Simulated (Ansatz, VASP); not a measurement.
Two plane-wave programs on VH2

```
CELL_PARAMETERS angstrom
0.00000 2.06733 2.06733
2.06733 0.00000 2.06733
2.06733 2.06733 0.00000
ATOMIC_POSITIONS crystal
V 0.00000 0.00000 0.00000
H 0.25000 0.25000 0.25000
H 0.75000 0.75000 0.75000
```

Alike in both runs: functional LDA; k mesh 8 × 8 × 8; occupations gaussian, width 0.1 eV; no spin polarisation.

Ansatz relaxed the structure, and its values are those at the end. VASP's run is a single point on that final structure, the one shown.

|  | VASP | Ansatz |
| --- | --- | --- |
| version | VASP 6.6.1 | Ansatz 0.2.0 |
| potentials or method | VASP PAW LDA potentials, release 64 (V_sv, H) | scalar-relativistic, plane waves, PAW |
| plane-wave cutoff (eV) | 520 | 420 |
| valence electrons in the cell | 15 | 15 |

VASP gave:

| Property | Result |
| --- | --- |
| gap on the k mesh at the Fermi level (eV) | none |
| pressure (GPa) | 0.3 |

Question: What did Ansatz give for the same quantities?

Answer: gap on the k mesh at the Fermi level (eV): none; pressure (GPa): 0.0.

A gap of «none» marks a metal or a gap that the smearing closes.
